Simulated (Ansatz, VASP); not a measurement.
Given: the input of a run of Ansatz 0.2.0 on PbSe (Clausthalite). 

The input input.yaml:

```yaml
crystal:
  lattice:
    - [0.0, 3.06065, 3.06065]
    - [3.06065, 0.0, 3.06065]
    - [3.06065, 3.06065, 0.0]
  atoms:
    - { symbol: Pb, position: [0.0, 0.0, 0.0] }
    - { symbol: Se, position: [0.5, 0.5, 0.5] }
hamiltonian:
  xc: revpbe
  pseudopotentials: { kind: paw }
kpoints:
  mp_grid: { grid: [8, 8, 8] }
scf:
  occupations: { method: fermi_dirac, width: 0.05 }
output:
  forces: true
  stress: true
relax:
  f_tol: 0.01
  max_steps: 40
  cell: { stress_tol: 0.05 }
```

Potentials or basis: Ansatz PAW.

Launch:

```bash
$ ansatz run input.yaml --threads 2 --pin off --max-ram 5632MiB --backend cpu --events-out ev --progress --plain --runs-dir out
```

**Question.** Set up the same calculation for VASP 6.6.1. Potentials or basis there: PBE PAW files Pb_d, Se, 600 eV.

**Answer.** As run (cutoffs and basis follow the program's own potentials, and thresholds, step limits or extra output files can differ):

INCAR

```
SYSTEM = PbSe
ALGO = Normal
EDIFF = 1E-6
EDIFFG = -0.01
ENCUT = 600
GGA = RE
IBRION = 2
ISIF = 3
ISMEAR = -1
LASPH = .True.
LCHARG = .False.
LREAL = .False.
LWAVE = .False.
NELM = 100
NSW = 60
PREC = Accurate
SIGMA = 0.05
```

Contents of KPOINTS:

```
k-points
0
Gamma
  8 8 8
  0 0 0
```

File POSCAR:

```
PbSe
1.0
    0.0000000000      3.0606500000      3.0606500000
    3.0606500000      0.0000000000      3.0606500000
    3.0606500000      3.0606500000      0.0000000000
Pb Se
1 1
Direct
    0.0000000000      0.0000000000      0.0000000000
    0.5000000000      0.5000000000      0.5000000000
```

Potentials or basis: VASP PAW PBE potentials, release 64 (Pb_d, Se).

Run with:

```sh
$ cat potpaw_PBE.64/Pb_d/POTCAR potpaw_PBE.64/Se/POTCAR > POTCAR
$ mpirun -np 1 vasp_std > vasp.out
```

Both were run:

|  | Ansatz | VASP |
| --- | --- | --- |
| Relaxed volume | 30.86 Å³/atom | 30.86 Å³/atom |
| Relaxed cell | a = 4.436 Å, b = 4.436 Å, c = 4.436 Å, α = 60.00°, β = 60.00°, γ = 60.00° | a = 4.436 Å, b = 4.436 Å, c = 4.436 Å, α = 60.00°, β = 60.00°, γ = 60.00° |
| Space group after relaxing | Fm-3m (No. 225) | Fm-3m (No. 225) |
| Pressure after relaxing | 0.0 GPa | 0.0 GPa |

Ansatz's pressure holds a Pulay term of +0.01 GPa for its cutoff of 420 eV, which the other run lacks.

The potentials hold 30 and 20 valence electrons a cell.

Ansatz's potentials were made for PBE. VASP's potentials were made for PBE.

Where Ansatz's input types no cutoff or centring, it takes its own default and a Γ-centred mesh.

Pressure is positive in compression.
